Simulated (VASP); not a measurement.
Write the native input for VASP 6.6.1 that does the following.

```
Task                   : relaxation of the atoms
Functional             : LDA
Potentials or basis    : VASP PAW LDA potentials, release 64 (K_sv, Br)
Cutoff                 : 600 eV
k mesh                 : 8 × 8 × 8
Occupations            : gaussian, width 0.03 eV
Spin                   : no spin polarisation
Further INCAR settings : ALGO = Normal; EDIFF = 1e-07; IBRION = 2; EDIFFG = -0.01; NSW = 40
```

The structure of KBr lies in POSCAR:

```
KBr                                     
1.0
    0.0000000000      3.1477888887      3.1477888887
    3.1477888887      0.0000000000      3.1477888887
    3.1477888887      3.1477888887      0.0000000000
  K               Br            
     1     1
Direct
     0.0000000000000000    0.0000000000000000    0.0000000000000000
     0.5000000000000000    0.5000000000000000    0.5000000000000000
```

The cell isn't the ideal one: a relaxed cell with its volume scaled by 0.96.

One way to write it, as run:

INCAR

```
PREC = Accurate
ENCUT = 600
EDIFF = 1E-7
ISMEAR = 0
SIGMA = 0.03
LREAL = False
LASPH = True
NELM = 80
ALGO = Normal
ISIF = 2
LWAVE = False
LCHARG = False
IBRION = 2
NSW = 40
EDIFFG = -0.01
```

KPOINTS

```
regular mesh
0
Gamma
  8 8 8
```

Potentials or basis: VASP PAW LDA potentials, release 64 (K_sv, Br).

The run is started by

```sh
$ cat potpaw_LDA.64/K_sv/POTCAR potpaw_LDA.64/Br/POTCAR > POTCAR
$ mpirun -np 1 vasp_std > vasp.out
```

Results of the run:

```json
{
 "Pressure after relaxing": "0.9 GPa",
 "Band gap on the k mesh": "4.44 eV, direct"
}
```

Caveat: the relaxation stopped at its first step, so nothing moved.

It took 17 s on 1 thread of Intel(R) Xeon(R) 6975P-C (Granite Rapids) (shared host), peak memory 0.18 GiB.
